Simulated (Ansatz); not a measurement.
# Nickel, fcc under PBE: how the plane-wave cutoff moves the result, part 2 of 2

How high must the plane-wave cutoff be for energy and pressure and moments to settle? The geometry was relaxed under PBE beforehand and stays fixed; 9 values are run, from 150 to 800 eV. Wanted are the values from which on the energy stays within 10 and 1 meV/atom, and the pressure within 0.5 GPa, of the last run. Within the series other settings stay, but some runs also write fields, which adds to their time. The moments start as that relaxation left them.

Ansatz 0.2.0; DFT PBE, plane waves with PAW, scalar-relativistic. The steps go on from the part before.

### Step 9. Run at 500 eV

The run at 500 eV.

Input file input.yaml:

```yaml
crystal:
  lattice:
    - [0.0, 1.7596893266, 1.7596893266]
    - [1.7596893266, 0.0, 1.7596893266]
    - [1.7596893266, 1.7596893266, 0.0]
  atoms:
    - { symbol: Ni, position: [0.0, 0.0, 0.0], spin: 0.672 }
hamiltonian:
  xc: pbe
  pseudopotentials:
    kind: paw
    azcp:
      Ni: "pseudopotentials/Ni.paw.azcp"
basis:
  ecutwfc: 500
  fft_grid_basis: typed
kpoints:
  mp_grid: { grid: [15, 15, 15], shift: [0, 0, 0] }
magnetization:
  spin_polarized: true
scf:
  occupations: { method: fermi_dirac, width: 0.05 }
  lower_state_search: "off"
output:
  stress: true
```

Run with:

```sh
> ansatz run input.yaml --threads 1 --pin off --max-ram 3584MiB --backend cpu --events-out ev --progress --plain --runs-dir out
```

What it wrote, cut to the lines that bear on the results:

```text
[...]
Pseudopotentials: kind: paw
Pseudopotential: Ni, paw, valence charge 18, recommended cutoff 420 eV (normal), <dir>
Functional definition: PBE
[...]
Crystal: 1 atoms, lattice volume = 10.898 Å³
Basis set: ecut = 500 eV, 283 PW (Γ)
Bands: 14, of which v1, the nominal top of the filled ones, is band 9 counted from 1 (8 counted from 0)
Symmetry: 48 space group operations
Space group: Fm-3m (ITA 225), of the structure as read, at distance tolerance 2.2e-5 Å
Magnetic group: BNS 225.116 (UNI 1618), of the structure as read, at distance tolerance 2.2e-5 Å
k-points: 120 of 3375
[...]
Starting moments: Σ|m| = 0.672 μB on 1 of 1 site
[...]
SCF iter   1: F=—  HF=-5839.712785 eV  |F-HF|=—  |Δ(HF+E_count)|=         —  Δρ=2.82e-2 (↑2.82e-2 ↓1.41e-2)  dr2=5.02e-2  dr2_m=1.98e-2  M=0.626 μB ∫|m|=0.652 μB  β_m=1.00  ethr=2.81e-4  ⟨swp⟩=1.0  Hψ=23163  notcnv=0
[...]
SCF converged after 13 iterations
an eigenvalue changed by more than its tolerance at an iteration that met the thresholds in force, so the SCF went on 1 time: the last check found none over its tolerance
Magnetization: 0.6568 μB (9.3284 up, 8.6716 down)
Absolute magnetization: 0.7487 μB (∫|ρ↑−ρ↓|, with the PAW one-centre terms)
Spin contamination: 0.0072 ħ² per cell (⟨S²⟩ above its minimum at these occupations)
Per-site moments (μB) at R_I (Å): [(0.6958151255417645, 1.0265378108868708)]
Free energy (F): -5839.731005 eV
[...]
E sigma→0 (E₀):  -5839.724241 eV
Entropy (-TS):   -0.013528 eV (-13.528 meV/atom)
Fermi energy:    18.146070 eV
[...]
--- Stress (GPa, compression-positive) ---
       -0.019160       0.000000      -0.000000
       -0.000000      -0.019160      -0.000000
       -0.000000      -0.000000      -0.019160
  P = ⅓ Tr σ = -0.0192 GPa (-0.192 kbar)
```

Run time: 7.8 s. Hardware: 1 thread of Intel Xeon Platinum 8259CL at 2.50GHz (Skylake/Cascade Lake), shared host; peak memory 0.4 GiB.

### Step 10. Run at 600 eV

The run at 600 eV.

input.yaml: that of step 9 with these lines changed.

```diff
@@ -14,3 +14,3 @@
 basis:
-  ecutwfc: 500
+  ecutwfc: 600
   fft_grid_basis: typed
```

Run with:

```sh
> ansatz run input.yaml --threads 1 --pin off --max-ram 3584MiB --backend cpu --events-out ev --progress --plain --runs-dir out
```

What it wrote, cut to the lines that bear on the results:

```text
[...]
Pseudopotentials: kind: paw
Pseudopotential: Ni, paw, valence charge 18, recommended cutoff 420 eV (normal), <dir>
Functional definition: PBE
[...]
Crystal: 1 atoms, lattice volume = 10.898 Å³
Basis set: ecut = 600 eV, 339 PW (Γ)
Bands: 14, of which v1, the nominal top of the filled ones, is band 9 counted from 1 (8 counted from 0)
Symmetry: 48 space group operations
Space group: Fm-3m (ITA 225), of the structure as read, at distance tolerance 2.2e-5 Å
Magnetic group: BNS 225.116 (UNI 1618), of the structure as read, at distance tolerance 2.2e-5 Å
k-points: 120 of 3375
[...]
Starting moments: Σ|m| = 0.672 μB on 1 of 1 site
[...]
SCF iter   1: F=—  HF=-5839.713357 eV  |F-HF|=—  |Δ(HF+E_count)|=         —  Δρ=2.81e-2 (↑2.81e-2 ↓1.41e-2)  dr2=4.97e-2  dr2_m=1.99e-2  M=0.626 μB ∫|m|=0.652 μB  β_m=1.00  ethr=2.77e-4  ⟨swp⟩=1.0  Hψ=23351  notcnv=0
[...]
spin-set hold released at iteration 6 (site moments contracting): the magnetisation degrees of freedom join the quasi-Newton model from the next iteration; the mixer history was flushed
[...]
SCF iter  12: F=-5839.731468 eV  HF=-5839.731468 eV  |F-HF|=2.79e-10  |Δ(HF+E_count)|=   2.34e-8  Δρ=5.59e-6 (↑1.78e-6 ↓5.59e-6)  dr2=8.41e-10  dr2_m=1.29e-9  M=0.657 μB ∫|m|=0.748 μB  ethr=1.93e-10  ⟨swp⟩=3.0  Hψ=12019  notcnv=0
[...]
SCF converged after 12 iterations
Magnetization: 0.6568 μB (9.3284 up, 8.6716 down)
Absolute magnetization: 0.7488 μB (∫|ρ↑−ρ↓|, with the PAW one-centre terms)
Spin contamination: 0.0072 ħ² per cell (⟨S²⟩ above its minimum at these occupations)
Per-site moments (μB) at R_I (Å): [(0.6958727315149733, 1.0265378108868708)]
Free energy (F): -5839.731468 eV
[...]
E sigma→0 (E₀):  -5839.724705 eV
Entropy (-TS):   -0.013527 eV (-13.527 meV/atom)
Fermi energy:    18.145593 eV
[...]
--- Stress (GPa, compression-positive) ---
       -0.030574      -0.000000      -0.000000
       -0.000000      -0.030574      -0.000000
        0.000000       0.000000      -0.030574
  P = ⅓ Tr σ = -0.0306 GPa (-0.306 kbar)
```

Wall time 6.6 s (1 thread of Intel Xeon Platinum 8259CL at 2.50GHz (Skylake/Cascade Lake), shared host); peak memory 0.42 GiB.

### Step 11. Run at 800 eV

The run at 800 eV.

input.yaml: that of step 10 with these lines changed.

```diff
@@ -14,3 +14,3 @@
 basis:
-  ecutwfc: 600
+  ecutwfc: 800
   fft_grid_basis: typed
```

Run with:

```sh
> ansatz run input.yaml --threads 1 --pin off --max-ram 3584MiB --backend cpu --events-out ev --progress --plain --runs-dir out
```

What it wrote, cut to the lines that bear on the results:

```text
[...]
Pseudopotentials: kind: paw
Pseudopotential: Ni, paw, valence charge 18, recommended cutoff 420 eV (normal), <dir>
Functional definition: PBE
[...]
Crystal: 1 atoms, lattice volume = 10.898 Å³
Basis set: ecut = 800 eV, 537 PW (Γ)
Bands: 14, of which v1, the nominal top of the filled ones, is band 9 counted from 1 (8 counted from 0)
Symmetry: 48 space group operations
Space group: Fm-3m (ITA 225), of the structure as read, at distance tolerance 2.2e-5 Å
Magnetic group: BNS 225.116 (UNI 1618), of the structure as read, at distance tolerance 2.2e-5 Å
k-points: 120 of 3375
[...]
Starting moments: Σ|m| = 0.672 μB on 1 of 1 site
[...]
SCF iter   1: F=—  HF=-5839.714004 eV  |F-HF|=—  |Δ(HF+E_count)|=         —  Δρ=2.79e-2 (↑2.79e-2 ↓1.40e-2)  dr2=4.89e-2  dr2_m=1.99e-2  M=0.626 μB ∫|m|=0.652 μB  β_m=1.00  ethr=2.71e-4  ⟨swp⟩=1.0  Hψ=22618  notcnv=0
[...]
spin-set hold released at iteration 6 (site moments contracting): the magnetisation degrees of freedom join the quasi-Newton model from the next iteration; the mixer history was flushed
[...]
SCF iter  12: F=-5839.731883 eV  HF=-5839.731883 eV  |F-HF|=1.33e-9  |Δ(HF+E_count)|=   1.56e-8  Δρ=5.83e-6 (↑9.93e-7 ↓5.83e-6)  dr2=1.93e-9  dr2_m=8.63e-10  M=0.657 μB ∫|m|=0.748 μB  ethr=5.53e-10  ⟨swp⟩=2.6  Hψ=12067  notcnv=0
[...]
SCF converged after 12 iterations
Magnetization: 0.6568 μB (9.3284 up, 8.6716 down)
Absolute magnetization: 0.7489 μB (∫|ρ↑−ρ↓|, with the PAW one-centre terms)
Spin contamination: 0.0072 ħ² per cell (⟨S²⟩ above its minimum at these occupations)
Per-site moments (μB) at R_I (Å): [(0.6958730008053481, 1.0265378108868708)]
Free energy (F): -5839.731883 eV
[...]
E sigma→0 (E₀):  -5839.725120 eV
Entropy (-TS):   -0.013526 eV (-13.526 meV/atom)
Fermi energy:    18.145878 eV
[...]
--- Stress (GPa, compression-positive) ---
       -0.038907       0.000000      -0.000000
       -0.000000      -0.038907       0.000000
        0.000000      -0.000000      -0.038907
  P = ⅓ Tr σ = -0.0389 GPa (-0.389 kbar)
```

Run time: 10 s. Hardware: 1 thread of Intel Xeon Platinum 8259CL at 2.50GHz (Skylake/Cascade Lake), shared host; peak memory 0.46 GiB.

### Step 12. Convergence table

Energies count from the run at 800 eV.

```csv
cutoff (eV),plane waves at Γ,E(σ → 0) (meV/atom),P (GPa),largest moment (μB),SCF cycles,CPU time
150,59,87643.92,68.42,0.000,12,2.6 s
200,65,15265.30,-50.40,0.580,13,3.6 s
250,113,2549.27,9.25,0.662,13,3.6 s
300,137,282.90,3.59,0.689,12,4.5 s
350,169,18.06,0.13,0.695,12,4.8 s
420,181,2.58,0.01,0.696,12,4.5 s
500,283,0.88,-0.02,0.696,13,7.9 s
600,339,0.41,-0.03,0.696,12,6.6 s
800,537,0.00,-0.04,0.696,12,11 s
```

### Step 13. Summary of results

This closing draws on all 2 parts.

```
                                                                      quantity                                 value
                                   E(σ → 0) stays within 10 meV/atom of 800 eV                        from 420 eV on
                                              E(σ → 0) stays within 1 meV/atom                        from 500 eV on
                                                 pressure stays within 0.5 GPa                        from 350 eV on
                                                            pressure at 800 eV                             -0.04 GPa
                                               CPU time, dearest over cheapest                                   4.1
run at the usual settings (mesh 25×25×25 against the series' 15×15×15, 420 eV)  +4.2 meV/atom from 800 eV, -0.13 GPa
```

What this shows: At 150 eV the energy differs by +87644 meV/atom and the pressure by +68.5 GPa. Each step up in cutoff lowers the energy. 1 meV/atom is reached at 500 eV; energy differences often converge earlier, as errors cancel. The largest moment goes from 0.70 μB at 800 eV to 0.00 μB at 150 eV.
